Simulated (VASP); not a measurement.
Runs of VASP 6.6.1 on CdSe. It takes space group F-43m (No. 216, cubic). Conventional cell: a = 6.141 Å, b = 6.141 Å, c = 6.141 Å, α = 90.00°, β = 90.00°, γ = 90.00°. Cd (site symmetry -43m) is surrounded by 4 Se at 2.66 Å. Se (site symmetry -43m) has 4 Cd at 2.66 Å as nearest neighbours. Measurements of this composition are mostly on another form, of space group No. 186.

```csv
task,level,cell,by perturbation theory,gap on the mesh (eV),pressure (GPa),relaxed volume (Å³/atom)
relaxation of cell and atoms,r2SCAN,relaxed,-,1.02,0.0,(a)
relaxation of cell and atoms,AM05,relaxed,-,0.56,0.0,(b)
relaxation of cell and atoms,RPBE,relaxed,-,0.57,0.0,31.15
relaxation of cell and atoms,PBE+D3(BJ),relaxed,-,0.57,0.0,28.68
```

Alike in all rows: potentials or basis VASP PAW PBE potentials, release 64 (Cd, Se); no spin polarisation; k mesh 8 × 8 × 8; cutoff (eV) 600; smearing gaussian 0.03 eV.

Question: Estimate the missing entries.

Answer: (a) 28.94; (b) 28.58.

Caveats: the PAW data sets were made with another functional, which shifts forces and pressure a little (some runs).

A k mesh can miss the band edges, and the runs leave out spin-orbit coupling on Cd, Se.

Not every run made on this cell is shown here.
